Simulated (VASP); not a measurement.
The system is P.

```
P
1.0
     1.72573    0.99635    3.12968
    -1.72573    0.99635    3.12968
     0.00000   -1.99270    3.12968
P
2
Direct
  0.77292 0.77292 0.77292
  0.22708 0.22708 0.22708
```

This isn't the form of P at room conditions, which is orthorhombic.

- Program: VASP 6.6.1
- Task: single point
- Functional: PBE
- Potentials or basis: VASP PAW PBE potentials, release 64 (P)
- Cutoff: 520 eV
- k mesh: 9 × 9 × 9
- Occupations: fermi-dirac, width 0.05 eV
- Spin: no spin polarisation

On this cell: pressure 1.5 GPa; largest force 0.192 eV/Å; band gap on the k mesh none (metal or under the smearing width).

The same run follows on a disturbed copy (atoms moved at random, drawn with an rms of 0.05 Å):

```
CELL_PARAMETERS angstrom
1.72573 0.99635 3.12968
-1.72573 0.99635 3.12968
0.00000 -1.99270 3.12968
ATOMIC_POSITIONS crystal
P 0.76363 0.77121 0.76339
P 0.22196 0.22899 0.22684
```

Q: What changes?

A: The energy (extrapolated to zero smearing) moves by +1.0 meV/atom; pressure -0.3 GPa; largest force 0.264 eV/Å; band gap on the k mesh none (metal or under the smearing width).

Forces in eV/Å, atoms in the order of the input:
```
P    0.003 -0.042  0.260
P   -0.003  0.042 -0.260
```

Stress tensor (GPa, compression positive):
```
 0.50 -0.01 -0.01
-0.01  0.39  0.16
-0.01  0.16 -1.71
```
